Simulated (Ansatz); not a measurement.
# Thermal properties of MgSe from its phonons

Computed with DFT PBE, scalar-relativistic, plane waves, PAW in Ansatz 0.2.0. Cutoff 420 eV, 8×8×8 k-points (Γ-centred), fixed occupations. No spin polarisation. Phonons by linear response, acoustic sum rule imposed.

Equilibrium structure at this level:
```cif
data_structure
_symmetry_space_group_name_H-M 'Fm-3m'
_symmetry_Int_Tables_number 225
_cell_length_a 5.5085
_cell_length_b 5.5085
_cell_length_c 5.5085
_cell_angle_alpha 90.000
_cell_angle_beta 90.000
_cell_angle_gamma 90.000
_cell_volume 167.15
loop_
_atom_site_label
_atom_site_type_symbol
_atom_site_symmetry_multiplicity
_atom_site_Wyckoff_symbol
_atom_site_fract_x
_atom_site_fract_y
_atom_site_fract_z
_atom_site_occupancy
Mg1 Mg 4 b 0.50000 0.00000 0.00000 1
Se1 Se 4 a 0.00000 0.00000 0.00000 1
```

It comes from a database structure that was distorted and then relaxed.

Force constants from linear response on a 4×4×4 q mesh, interpolated to a fine mesh.

Q: Give the zero-point energy per atom.

A: 29.3 meV.

Q: How large are the vibrational entropy and heat capacity at 300 K?

A: S = 4.14 k_B and C_V = 2.85 k_B per atom, 95 % of the Dulong–Petit value.

Q: Tabulate them against temperature.

A:
| T (K) | F_vib (meV/atom) | S (k_B/atom) | C_V (k_B/atom) |
| --- | --- | --- | --- |
| 100 | 25.1 | 1.37 | 1.99 |
| 200 | 5.7 | 3.02 | 2.67 |
| 300 | -25.4 | 4.14 | 2.85 |
| 400 | -64.9 | 4.97 | 2.91 |
| 500 | -110.6 | 5.63 | 2.94 |
| 600 | -161.5 | 6.16 | 2.96 |
| 700 | -216.6 | 6.62 | 2.97 |
| 800 | -275.4 | 7.02 | 2.98 |
| 900 | -337.5 | 7.37 | 2.98 |
| 1000 | -402.3 | 7.68 | 2.99 |
